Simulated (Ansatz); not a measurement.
# HgTe (Coloradoite) (F-43m) in Ansatz: convergence with xc grid

Aim: find how far xc grid must go before the results for HgTe (Coloradoite) settle, at PBE. This setting moves, with any that are tied to it; all else stays.

All numbers are computed with Ansatz 0.2.0; they aren't measurements. Logs are shortened: lines on timing, memory, paths and dates and some standing lists are left out, and cuts for length are marked.

### 1 The structure

It takes space group F-43m (No. 216, cubic). The conventional cell has a = 6.429 Å, b = 6.429 Å, c = 6.429 Å, α = 90.00°, β = 90.00°, γ = 90.00°. Hg (site symmetry -43m) is surrounded by 4 Te at 2.78 Å. Around Te (site symmetry -43m) lie 4 Hg at 2.78 Å.

### 2 With xc grid 1

File input.yaml:

```yaml
crystal:
  lattice:
    - [0.0, 3.2145, 3.2145]
    - [3.2145, 0.0, 3.2145]
    - [3.2145, 3.2145, 0.0]
  atoms:
    - { symbol: Hg, position: [0.0, 0.0, 0.0] }
    - { symbol: Te, position: [0.75, 0.75, 0.75] }
hamiltonian:
  xc: pbe
  pseudopotentials: { kind: paw }
kpoints:
  mp_grid: { grid: [6, 6, 6] }
scf:
  occupations: { method: methfessel_paxton, width: 0.05 }
output:
  forces: true
  stress: true
  eigenvalues: true
basis:
  xc_grid: 1
```

Potentials or basis: Ansatz PAW.

Launch:

```sh
$ ansatz run input.yaml --threads 2 --pin off --max-ram 5632MiB --backend cpu --events-out ev --progress --plain --runs-dir out
```

Output:

```text
Warning: RAYON_NUM_THREADS=2 ignored (pool sized by the plan → 2); use --threads N
Engine: ansatz 0.2.0, x86_64-unknown-linux-gnu
Pseudopotentials: kind: paw
Pseudopotential: Hg, paw, valence charge 20, recommended cutoff 420 eV (normal), Hg.paw.azcp
Pseudopotential: Te, paw, valence charge 16, recommended cutoff 420 eV (normal), Te.paw.azcp
Functional definition: PBE
  parameter kappa = 0.804
  parameter beta = 0.06672455060314922
  exchange = pbe_x(kappa = kappa, mu = beta*pi^2/3)
  correlation = pbe_c(beta = beta)
Crystal: 2 atoms, lattice volume = 66.431 Å³
Basis set: ecut = 420 eV, 1291 PW (Γ)
Bands: 22, of which v1, the nominal top of the filled ones, is band 18 counted from 1 (17 counted from 0)
Symmetry: 24 space group operations
Space group: F-43m (ITA 216), of the structure as read, at distance tolerance 4.1e-5 Å
k-points: 16 of 216 (time reversal used)
Non-local potential: Hg, projectors of the file, l = 0: 3, l = 1: 2, l = 2: 2, l = 3: 1
Non-local potential: Te, projectors of the file, l = 0: 2, l = 1: 2, l = 2: 2, l = 3: 2
PAW form: soft (Blöchl's): semilocal exchange-correlation on the pseudo side does not see the compensation charge
PAW one-centre angular grid: Hg, 590 points (default); XC on 64 Gauss nodes
PAW one-centre angular grid: Te, 590 points (default); XC on 64 Gauss nodes
Initial density: superposition of atomic densities (neutral atoms: chi_scale 0, normalization atom), corrected by the library's trained network
Initial wavefunctions: pseudopotential atomic-orbital guess
Functional: x = pbe(κ = 0.804, μ = 0.2195149727645171), c = pbe(β = 0.06672455060314922)
SCF iter   1: F=—  HF=-20793.645877 eV  |F-HF|=—  |Δ(HF+E_count)|=         —  Δρ=1.04e-3  dr2=1.47e-3  ethr=1.77e-3  ⟨swp⟩=6.2  Hψ=1667  notcnv=0
preconditioner: auto → none  [insulator: Δε(μ)=0.699 eV  Ē_g=10.699 eV  σ=0.050 eV  W_gap=0.67  n_scr=14 (ndim 8)  ℏωp=19.3 eV  f_vac=0.179  D(μ)=0.44/eV (n_scr^D=0)  ε∞_Penn≈4.3]
SCF iter   2: F=—  HF=-20793.645779 eV  |F-HF|=—  |Δ(HF+E_count)|=   9.76e-5  S|Δr|=    0.00e0  Δρ=5.02e-4  dr2=1.90e-4  ethr=4.07e-6  ⟨swp⟩=3.3  Hψ=835  notcnv=0
SCF iter   3: F=—  HF=-20793.645849 eV  |F-HF|=—  |Δ(HF+E_count)|=   7.01e-5  S|Δr|=    0.00e0  Δρ=2.15e-4  dr2=2.80e-5  ethr=5.28e-7  ⟨swp⟩=2.0  Hψ=481  notcnv=0
SCF iter   4: F=—  HF=-20793.645886 eV  |F-HF|=—  |Δ(HF+E_count)|=   3.73e-5  S|Δr|=    0.00e0  Δρ=8.98e-5  dr2=6.32e-6  ethr=7.78e-8  ⟨swp⟩=2.0  Hψ=484  notcnv=0
SCF iter   5: F=—  HF=-20793.645902 eV  |F-HF|=—  |Δ(HF+E_count)|=   1.52e-5  S|Δr|=    0.00e0  Δρ=2.37e-5  dr2=3.71e-7  ethr=1.75e-8  ⟨swp⟩=2.0  Hψ=497  notcnv=0
SCF iter   6: F=-20793.645903 eV  HF=-20793.645903 eV  |F-HF|=5.45e-8  |Δ(HF+E_count)|=   1.29e-6  S|Δr|=    0.00e0  Δρ=4.83e-6  dr2=1.59e-8  ethr=2.78e-10  ⟨swp⟩=7.1  Hψ=1599  notcnv=0
SCF 1 converged in 6 iterations: F = -20793.645903 eV  dr2 = 1.59e-8
SCF converged after 6 iterations
Stability not checked: this state was not tested for a lower state beside it, because cold or Methfessel-Paxton smearing, or corrected tetrahedra, fill the levels in a way that the test cannot read (fill_not_monotonic; see scf.lower_state_search)
Free energy (F): -20793.645903 eV
Harris-Foulkes:  -20793.645903 eV  (|F-HF|=5.45e-8)
Internal energy: -20793.645730 eV  (E = F + TS)
E sigma→0 (E₀):  -20793.645860 eV
Entropy (-TS):   -0.000173 eV (-0.086 meV/atom)
Fermi energy:    9.018084 eV
Step filling:    the computed levels leave a gap of 0.0000 eV = 0.0 smearing widths at the electron count; against every level under it full and every level over it empty, smearing changes F+E_penalty+E_count by -0.173 meV and its σ→0 estimate by -0.130 meV
--- Per-component energies (eV) ---
  E_band       = -763.952735
  E_kinetic    = 785.097254
  E_local      = -4768.588700  (includes V_loc(G=0)·N_el)
  E_nonlocal   = -237.964332
  E_hartree    = 2322.627331
  E_xc         = -345.116571
  E_vxc        = -367.010292  (∫ρ·V_xc dr)
  E_paw        = -14606.643854  (= ΣΔE_a)
  E_vpaw       = -820.742489  (= ΣTr[D̂ρ^β])
  E_aug_tail   = 0.000753  (compensation charges beyond the density's cutoff)
  E_ewald      = -3943.057611
  E_smearing   = -0.000173  (= −TS)
  E_closure    = 0.000000  (closes the sum)
  Σ components = -20793.645903   (vs F -20793.645903, Δ=0.00e0)
--- Forces (eV/Å), atoms counted from 1 ---
  atom   1  Hg    -0.00000000    -0.00000000     0.00000000
  atom   2  Te     0.00000000    -0.00000000     0.00000000
  max |Σ_I F_I| component: 1.04e-16 eV/Å
--- Stress (GPa, compression-positive) ---
        4.599941       0.000000      -0.000000
        0.000000       4.599941       0.000000
       -0.000000       0.000000       4.599941
  P = ⅓ Tr σ = 4.5999 GPa (45.999 kbar)
--- Band table (eV; the first three rows and the last of 16) ---
  k-point 0: bands = ["-105.9675", "-54.4257", "-54.4257", "-54.4257", "-27.7704", "-27.7704", "-27.7704", "-27.7617", "-27.7617", "-3.0954", "1.5576", "1.5576", "1.5576", "2.1071", "2.1071", "8.3270", "9.0080", "9.0080", "9.0080", "13.2228", "13.2228", "13.2228"]
  k-point 1: bands = ["-105.9675", "-54.4258", "-54.4257", "-54.4257", "-27.7706", "-27.7704", "-27.7704", "-27.7617", "-27.7617", "-2.9579", "1.5950", "1.5950", "1.6140", "2.1041", "2.1041", "6.6433", "8.7080", "8.7080", "9.8329", "13.2900", "13.6062", "13.6062"]
  k-point 2: bands = ["-105.9675", "-54.4258", "-54.4258", "-54.4258", "-27.7708", "-27.7703", "-27.7703", "-27.7616", "-27.7616", "-2.6622", "1.6601", "1.6601", "1.9111", "2.1138", "2.1138", "4.6266", "8.2086", "8.2086", "9.8212", "14.0128", "14.0128", "14.8722"]
  k-point 15: bands = ["-105.9675", "-54.4258", "-54.4258", "-54.4258", "-27.7711", "-27.7703", "-27.7699", "-27.7617", "-27.7613", "-2.2962", "1.7753", "1.8555", "1.9816", "2.1243", "2.7144", "3.4175", "6.3562", "6.4508", "11.7844", "12.6647", "15.4951", "15.6857"]
```

Run time: 2.8 s. Hardware: 2 threads of Intel Xeon at 2.50GHz (Skylake/Cascade Lake), shared host; peak memory 0.34 GiB.

Results:

```yaml
Free_energy: -20793.6459 eV
Pressure: 4.6 GPa
Band_gap_on_the_k_mesh: none (metal or under the smearing width)
```

### 3 With xc grid 2

Edit input.yaml of step 2 so:

```diff
@@ -20,2 +20,2 @@
 basis:
-  xc_grid: 1
+  xc_grid: 2
```

Potentials or basis: Ansatz PAW.

Launch:

```sh
$ ansatz run input.yaml --threads 2 --pin off --max-ram 5632MiB --backend cpu --events-out ev --progress --plain --runs-dir out
```

Run time: 2.8 s. Hardware: 2 threads of Intel Xeon at 2.50GHz (Skylake/Cascade Lake), shared host; peak memory 0.35 GiB.

What came out:

| Item | Value |
| --- | --- |
| Free energy | -20793.6459 eV |
| Pressure | 4.6 GPa |
| Band gap on the k mesh | none (metal or under the smearing width) |

### 4 With xc grid 3

Edit input.yaml of step 3 so:

```diff
@@ -20,2 +20,2 @@
 basis:
-  xc_grid: 2
+  xc_grid: 3
```

Launch:

```sh
$ ansatz run input.yaml --threads 2 --pin off --max-ram 5632MiB --backend cpu --events-out ev --progress --plain --runs-dir out
```

It took 3.5 s on 2 threads of Intel Xeon at 2.50GHz (Skylake/Cascade Lake), shared host; peak memory 0.38 GiB.

The run converged. Its results:

| Item | Value |
| --- | --- |
| Free energy | -20793.6459 eV |
| Pressure | 4.6 GPa |
| Band gap on the k mesh | none (metal or under the smearing width) |

### 5 With xc grid 4

Edit input.yaml of step 4 so:

```diff
@@ -20,2 +20,2 @@
 basis:
-  xc_grid: 3
+  xc_grid: 4
```

Launch:

```sh
$ ansatz run input.yaml --threads 2 --pin off --max-ram 5632MiB --backend cpu --events-out ev --progress --plain --runs-dir out
```

Run time: 3.8 s. Hardware: 2 threads of Intel Xeon at 2.50GHz (Skylake/Cascade Lake), shared host; peak memory 0.43 GiB.

Results (log left out):

```yaml
Free_energy: -20793.6459 eV
Pressure: 4.6 GPa
Band_gap_on_the_k_mesh: none (metal or under the smearing width)
```

### 6 With xc grid 5

Edit input.yaml of step 5 so:

```diff
@@ -20,2 +20,2 @@
 basis:
-  xc_grid: 4
+  xc_grid: 5
```

Potentials or basis: Ansatz PAW.

Launch:

```sh
$ ansatz run input.yaml --threads 2 --pin off --max-ram 5632MiB --backend cpu --events-out ev --progress --plain --runs-dir out
```

Run time: 4.4 s. Hardware: 2 threads of Intel Xeon at 2.50GHz (Skylake/Cascade Lake), shared host; peak memory 0.51 GiB.

The run converged. Its results:

```
Free energy            : -20793.6459 eV
Pressure               : 4.6 GPa
Band gap on the k mesh : none (metal or under the smearing width)
```

### 7 The series at a glance

| xc grid | energy less the tightest run, at zero smearing (meV/atom) | SCF cycles | CPU time (s) | peak memory (GiB) |
| --- | --- | --- | --- | --- |
| 1 | 0.00 | 6 | 4 | 0.34 |
| 2 | 0.00 | 6 | 4.3 | 0.35 |
| 3 | 0.00 | 6 | 4.5 | 0.38 |
| 4 | 0.00 | 6 | 5 | 0.43 |
| 5 | 0.00 | 6 | 5.9 | 0.51 |

Against the tightest run, the energy stays within 1 meV/atom from 1 on. The tightest run that finished is the yardstick and may itself not be fully converged.
